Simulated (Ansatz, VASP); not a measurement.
CaO: VASP beside Ansatz

File INCAR:

```
PREC = Accurate ; ENCUT = 520
EDIFF = 1E-6 ; ISMEAR = 0
SIGMA = 0.02 ; LREAL = False
LASPH = True ; NELM = 100
ALGO = Normal ; ISIF = 2
LWAVE = False ; LCHARG = False
GGA = PE ; NBANDS = 15
```

KPOINTS

```
Automatic mesh
0
Gamma
  8 8 8
```

Contents of POSCAR:

```
CaO
1.0
    0.0000000000      2.3910923698      2.3910923698
    2.3910923698      0.0000000000      2.3910923698
    2.3910923698      2.3910923698      0.0000000000
Ca O
1 1
Direct
    0.0000000000      0.0000000000      0.0000000000
    0.5000000000      0.5000000000      0.5000000000
```

Input for Ansatz:

```yaml
crystal:
  lattice:
    - [0.0, 2.3910923698, 2.3910923698]
    - [2.3910923698, 0.0, 2.3910923698]
    - [2.3910923698, 2.3910923698, 0.0]
  atoms:
    - { symbol: Ca, position: [0.0, 0.0, 0.0] }
    - { symbol: O, position: [0.5, 0.5, 0.5] }
basis:
  ecutwfc: 420
kpoints:
  mp_grid: { grid: [8, 8, 8] }
hamiltonian:
  xc: pbe
scf:
  occupations: { method: gaussian, width: 0.02 }
output:
  forces: true
  stress: true
  eigenvalues: true
```

Alike in both runs: task single point; functional PBE; k mesh 8 × 8 × 8; occupations gaussian, width 0.02 eV; no spin polarisation.

|  | VASP | Ansatz |
| --- | --- | --- |
| version | VASP 6.6.1 | Ansatz 0.2.0 |
| potentials or method | VASP PAW PBE potentials, release 64 (Ca_sv, O) | scalar-relativistic, plane waves, PAW |
| plane-wave cutoff (eV) | 520 | 420 |
| valence electrons in the cell | 16 | 16 |

```tsv
	VASP	Ansatz	Ansatz less VASP
gap on the k mesh at the Fermi level (eV)	3.63	3.65	+0.021
least direct gap on the mesh (eV)	4.00	4.02	+0.019
pressure (GPa)	4.0	3.4	-0.62
```

A k mesh can miss the band edges. Expect the measured gap to be larger: semilocal functionals such as PBE lack the derivative discontinuity.
